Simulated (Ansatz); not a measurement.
FeO:

```
CELL_PARAMETERS angstrom
1.51768 0.87623 2.51579
-1.51768 0.87623 2.51579
0.00000 -1.75247 2.51579
ATOMIC_POSITIONS crystal
Fe 0.00000 0.00000 0.00000
O 0.50000 0.50000 0.50000
```

Base run:

| Quantity | Value |
| --- | --- |
| Program | Ansatz 0.2.0 |
| Functional | LDA |
| Potentials or basis | Ansatz PAW |
| Cutoff | 420 eV (not typed: the program's choice for these potentials) |
| k mesh | 11 × 11 × 11 |
| Occupations | fermi-dirac, width 0.05 eV |
| Spin | collinear spin, ferromagnetic start |
| Starting moments | [3.0, 0.0] μB |
| Hubbard terms | Fe d U = 5 eV |

Its results: band gap on the k mesh 1.12 eV, indirect (least direct gap 3.06 eV); pressure -2.7 GPa; net moment 4.00 μB per cell; site moments Fe +3.48; O +0.21 μB.

**Question.** After a change of settings the same cell gave: band gap on the k mesh none (metal or under the smearing width); pressure -10.9 GPa; net moment 4.00 μB per cell; site moments Fe +3.45; O +0.29 μB. Which change was it?
A. hubbard terms from Fe d U = 5 eV to Fe d U = 3 eV
B. hubbard terms from Fe d U = 5 eV to none; hubbard projectors from ortho-atomic (the default) to none
C. hubbard terms from Fe d U = 5 eV to Fe d U = 2 eV

**Answer.** C.

Caveats: the magnetic or orbital state may not be the lowest; a cell with one magnetic atom can't hold antiferromagnetic order, which such compounds often take; the PAW data sets come from PBE, with cores solved anew for the run's functional, which leaves a small shift of forces and pressure; the density of states is complete only up to the lowest level of the last band computed; odd divisions of the mesh miss points on the zone boundary, where band edges often lie, so the gap on the mesh can be too wide (some runs).

Runs at the PBE level aren't shown here.
